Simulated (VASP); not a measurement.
Input of a VASP 6.6.1 run:

Contents of INCAR:

```
SYSTEM = W
  ALGO = Normal
  EDIFF = 1E-7
  EDIFFG = -0.01
  ENCUT = 600
  GGA = AM
  IBRION = 2
  ISIF = 3
  ISMEAR = -1
  LASPH = .True.
  LCHARG = .False.
  LREAL = .False.
  LWAVE = .False.
  NELM = 100
  NSW = 60
  PREC = Accurate
  SIGMA = 0.05
```

File KPOINTS:

```
k-points
0
Gamma
  11 11 11
  0 0 0
```

POSCAR

```
W
1.0
    0.0000000000      2.0300000000      2.0300000000
    2.0300000000      0.0000000000      2.0300000000
    2.0300000000      2.0300000000      0.0000000000
W
1
Direct
    0.0000000000      0.0000000000      0.0000000000
```

Potentials or basis: VASP PAW PBE potentials, release 64 (W_sv).

Launch:

```sh
$ cat potpaw_PBE.64/W_sv/POTCAR > POTCAR
$ mpirun -np 1 vasp_std > vasp.out
```

Predict the band gap on the k mesh.

none (metal or under the smearing width).

What does it give for the relaxed cell?

a = 2.825 Å, b = 2.825 Å, c = 2.825 Å, α = 60.00°, β = 60.00°, γ = 60.00°.

Predict the space group after relaxing (to 0.05 Å).

Fm-3m (No. 225).

What does it give for the relaxed volume?

15.94 Å³/atom.

Final structure:
```cif
data_structure
_symmetry_space_group_name_H-M 'P 1'
_symmetry_Int_Tables_number 1
_cell_length_a 2.8250
_cell_length_b 2.8250
_cell_length_c 2.8250
_cell_angle_alpha 60.000
_cell_angle_beta 60.000
_cell_angle_gamma 60.000
_cell_volume 15.94
loop_
_atom_site_label
_atom_site_type_symbol
_atom_site_fract_x
_atom_site_fract_y
_atom_site_fract_z
_atom_site_occupancy
W1 W 0.00000 0.00000 0.00000 1
```

Caveat: the PAW data sets were made with another functional, which shifts forces and pressure a little. Spin-orbit coupling is left out, which matters for the levels of W.
